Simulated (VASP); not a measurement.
Wanted: the native input for a VASP 6.6.1 run.

```yaml
Task: single point
Functional: PBE
Dispersion: D4
Potentials_or_basis: VASP PAW PBE potentials, release 64 (Si)
Cutoff: 520 eV
k_mesh: 11 × 11 × 11
Occupations: gaussian, width 0.05 eV
Spin: no spin polarisation
Dipole_correction: no
Further_INCAR_settings: ALGO = Fast; EDIFF = 1e-06; NBANDS = 8
```

The structure of Si lies in POSCAR:

```
Si
1.0
   -1.5823047614      1.5823047614      1.2841090273
    1.5823047614     -1.5823047614      1.2841090273
    1.5823047614      1.5823047614     -1.2841090273
Si
1
Direct
    0.0000000000      0.0000000000      0.0000000000
```

This isn't the form of Si at room conditions, which is diamond.

One way to write it, as run:

INCAR

```
PREC = Accurate ; ENCUT = 520
EDIFF = 1E-6 ; ISMEAR = 0
SIGMA = 0.05 ; LREAL = False
LASPH = True ; NELM = 100
ALGO = Fast ; ISIF = 2
LWAVE = False ; LCHARG = True
GGA = PE ; IVDW = 13
LELF = True ; LVHAR = True
NBANDS = 8
```

KPOINTS

```
regular mesh
0
Gamma
  11 11 11
```

Potentials or basis: VASP PAW PBE potentials, release 64 (Si).

The run is started by

```console
$ cat potpaw_PBE.64/Si/POTCAR > POTCAR
$ mpirun -np 1 vasp_std > vasp.out
```

Results of the run:

```json
{
 "Pressure": "8.4 GPa",
 "Band gap on the k mesh": "none (metal or under the smearing width)",
 "Dispersion energy per atom": "-0.493 eV"
}
```

Caveat: pairwise dispersion overbinds metals, which lowers pressure and volume.

Wall time 5.1 s on 1 thread of Intel(R) Xeon(R) 6975P-C (Granite Rapids), on a shared host, peak memory 0.12 GiB.
